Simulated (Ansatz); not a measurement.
**Strain response of Rh**

Method: DFT PBEsol, scalar-relativistic, plane waves, PAW in Ansatz. (420 eV cutoff, 24×24×12 k-mesh, Gaussian smearing of 0.10 eV, no spin polarisation)

The relaxed crystal:

```xyz
2
Lattice="2.6887 0.0000 0.0000 -1.3444 2.3285 0.0000 0.0000 0.0000 4.3290" Properties=species:S:1:pos:R:3 pbc="T T T"
Rh    1.3444    0.7762    3.2468
Rh    0.0000    1.5523    1.0823
```

Deformation: uniaxial strain along c, with the lengths of a and b and the atoms relaxed and the angles held, all within the symmetry that the strain leaves. Energies are extrapolated to zero smearing. On this cell's mesh the reference holds a stress of up to 0.54 GPa.

```csv
strain (%),ΔE (meV/atom),a (Å),b (Å),c (Å)
-6.0,67.9,2.749,2.749,4.069
-4.0,31.0,2.725,2.725,4.156
-2.0,8.3,2.705,2.705,4.242
+0.0,0.0,2.689,2.689,4.329
+2.0,5.2,2.673,2.673,4.416
+4.0,21.8,2.659,2.659,4.502
+6.0,48.4,2.648,2.648,4.589
```

Problem. What stiffness (1/V) d²E/dε² at zero strain does a cubic fit over all points give?

Solution. A cubic fit gives (1/V) d²E/dε² = 381 GPa at zero strain (Young's modulus along this axis, angles held).

Problem. How does the free axis a answer a small strain?

Solution. Between the innermost points its strain is -0.30 times the applied one.

This form isn't the element's structure at ambient conditions.